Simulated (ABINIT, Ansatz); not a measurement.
Planning a run of ABINIT 10.8.3 on CaO (Lime). The input:

```
acell 3*1.0 Angstrom
rprim 
  -0.000000000000 2.406500000000 2.406500000000
  2.406500000000 -0.000000000000 2.406500000000
  2.406500000000 2.406500000000 -0.000000000000
ntypat 2
znucl 20 8
natom 2
typat 1 2
xred 
  0.000000000000 0.000000000000 0.000000000000
  0.500000000000 0.500000000000 0.500000000000
pp_dirpath "pseudos"
pseudos "Ca.upf, O.upf"
ecut 36
ngkpt 6 6 6
nshiftk 1
shiftk 0 0 0
kptopt 1
chksymbreak 0
irdden 1
istwfk *1
nband 168
prtvol 0
optdriver 6
gwr_task "HDIAGO"
paral_kgb 0
occopt 1
indata_prefix "in"
outdata_prefix "out"
tmpdata_prefix "tmp"
```

```sh
OMP_NUM_THREADS=1 mpirun -n 8 abinit run.abi > log
```

Q: Estimate wall time and host memory on 8 MPI ranks of Arm Neoverse N1, shared host.

It took 28 s; on shared hardware allow 14 s to 56 s. Peak host memory was 2.1 GiB.

[Paths, hosts, dates, memory and timing lines, banners, echoed tables and standing remarks are left out of the program output.]

[Logs are printed without paths, hosts, clocks, repeated set-up lines and the standing remarks that a program may print on its own settings, such as how far it seeks lower states.]

[Runs of the session that timed out or met a known fault of the program may be left out.]

[Hosts, paths, dates, database ids (printed as entryN), source tags and the programs' standing remarks are cut or masked in the printed files.]

[G0W0 gaps are taken among the corrected bands and points alone; a level outside them can change the order at an edge.]

[Where Ansatz stands beside ABINIT at settings called matched, ABINIT's density can come from a denser mesh and the files from another edition; pairs whose starting gaps differed by over 0.03 eV were left out, so agreement reads better than it is.]
